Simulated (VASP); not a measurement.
Runs of VASP 6.6.1 on InAs. Symmetry: F-43m, No. 216, cubic system. Conventional cell: a = 6.036 Å, b = 6.036 Å, c = 6.036 Å, α = 90.00°, β = 90.00°, γ = 90.00°. Around In (site symmetry -43m) lie 4 As at 2.61 Å. Around As (site symmetry -43m) lie 4 In at 2.61 Å. 

```csv
task,spin,cell,cutoff (eV),pressure (GPa),relaxed volume (Å³/atom)
relaxation of cell and atoms,off,relaxed,600,0.0,29.66
band structure,off,as given,520,4.4,-
relaxation of cell and atoms,"SOC, no magnetisation",relaxed,600,0.0,(a)
band structure,"SOC, no magnetisation",as given,520,4.4,-
```

Alike in all rows: level PBE; potentials or basis VASP PAW PBE potentials, release 64 (In_d, As); k mesh 6 × 6 × 6; smearing fermi-dirac 0.05 eV.

Fill in the values left out.

(a) 29.64.
